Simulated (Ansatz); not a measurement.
Crystal: CoH.

```
Co H
1.0
     0.00000    1.84296    1.84296
     1.84296    0.00000    1.84296
     1.84296    1.84296    0.00000
Co H
1 1
Direct
  0.00000 0.00000 0.00000
  0.50000 0.50000 0.50000
```

The cell comes from a database or a generator and needn't be the stable form of this composition.

```yaml
Program: Ansatz 0.2.0
Task: relaxation of cell and atoms
Functional: r2SCAN
Potentials_or_basis: Ansatz PAW
Cutoff: "500 eV (not typed: the program's choice for these potentials)"
k_mesh: 12 × 12 × 12
Occupations: fermi-dirac, width 0.05 eV
Spin: collinear spin, ferromagnetic start
Starting_moments: "[2.0, 0.0] μB"
Hubbard_terms: Co d U = 4 eV
```

At the start: volume 6.26 Å³/atom.

Task: Where does the relaxation end?

Result: It ends after 9 steps and the volume is 7.56 Å³/atom (+20.8 %); space group Fm-3m (No. 225, to 0.05 Å); moment 1.99 μB per cell.

The path:
```
step  energy change (eV)  largest force (eV/Å)  volume (Å³)
   1              0.0000                0.0000        12.52
   2             -0.2048                0.0000        13.87
   3             -0.2478                0.0000        14.75
   4             -0.2511                0.0000        15.06
   5             -0.2511                0.0000        15.11
   6             -0.2562                0.0000        15.11
   7             -0.2562                0.0000        15.13
   8             -0.2562                0.0000        15.13
   9             -0.2562                0.0000        15.13
```

Final structure:
```yaml
crystal:
  lattice:
    - [0.00000, 1.96305, 1.96305]
    - [1.96305, 0.00000, 1.96305]
    - [1.96305, 1.96305, 0.00000]
  atoms:
    - { symbol: Co, position: [0.00000, 0.00000, 0.00000] }
    - { symbol: H, position: [0.50000, 0.50000, 0.50000] }
```

Caveat: the magnetic or orbital state may not be the lowest; the volume moved by over 15 % at a fixed basis, so the end points are rough; the plane-wave basis is chosen anew once the cell has moved, so the energies of steps on either side of that aren't comparable; the PAW data sets come from PBE, with cores solved anew for the run's functional, which leaves a small shift of forces and pressure; the U is typed as a test and isn't derived for this compound.
